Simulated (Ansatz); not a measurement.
`F[SiH2]B1CO[SiH2]1` + `CC(=O)O` → `CC(=O)O[SiH2]F` + `B1CO[SiH2]1` at 700 K and 1 bar (cleavage of the Si–B bond).

Gas-phase electronic energies from Ansatz, PBE0-D4/def2-TZVP geometries. CBS: MP2 limit from def2 TZ/QZ plus the TZ coupled-cluster correction, frozen cores. Each species was taken in one conformer, which may not be the lowest.

```json
{"species": "`F[SiH2]B1CO[SiH2]1`", "CCSD(T)/CBS energy (Eh)": "-819.60655", "H − E (kJ/mol)": "281.3", "S (J/(mol·K))": "523.6"}
{"species": "`CC(=O)O`", "CCSD(T)/CBS energy (Eh)": "-228.87529", "H − E (kJ/mol)": "215.3", "S (J/(mol·K))": "365.4"}
{"species": "`CC(=O)O[SiH2]F`", "CCSD(T)/CBS energy (Eh)": "-618.45411", "H − E (kJ/mol)": "272.0", "S (J/(mol·K))": "480.1"}
{"species": "`B1CO[SiH2]1`", "CCSD(T)/CBS energy (Eh)": "-430.06961", "H − E (kJ/mol)": "218.9", "S (J/(mol·K))": "390.2"}
```

H − E and S are ideal-gas, rigid-rotor, harmonic terms from PBE0-D4/def2-TZVP, for one conformer and one mirror image of each species. 1 Eh = 2625.50 kJ/mol, R = 8.31446 J/(mol·K).

Question: By hand: ΔE, ΔH, ΔS and ΔG.

Answer: ΔE = (-618.45411) + (-430.06961) − (-819.60655) − (-228.87529) = -0.04188 Eh = -110.0 kJ/mol. Δ(H − E) = 272.0 + 218.9 − 281.3 − 215.3 = -5.7, so ΔH = -115.7 kJ/mol. ΔS = 480.1 + 390.2 − 523.6 − 365.4 = -18.7 J/(mol·K). ΔG = -115.7 − 700 × (-18.7)/1000 = -102.6 kJ/mol.

Question: By hand: the equilibrium constant, and the temperature at which ΔG would vanish if ΔH and ΔS stayed fixed.

Answer: log₁₀ K = −ΔG/(RT ln 10) = 7.7. ΔG = 0 at ΔH/ΔS = 6187 K, far beyond where these terms or the molecules hold.

ΔH outweighs TΔS. A doubt of 5 kJ/mol in ΔE shifts log₁₀ K by 0.4 here. Other conformers and mirror images would add mixing entropy, several J/(mol·K) or more a flexible species. Modes under 60 cm⁻¹, often nearly free rotors, make the harmonic entropy too high. These are equilibria of isolated gas molecules and say nothing of rates. Largest T1 diagnostic: 0.015 (customary marks: 0.02 for closed shells, 0.045 for open ones).
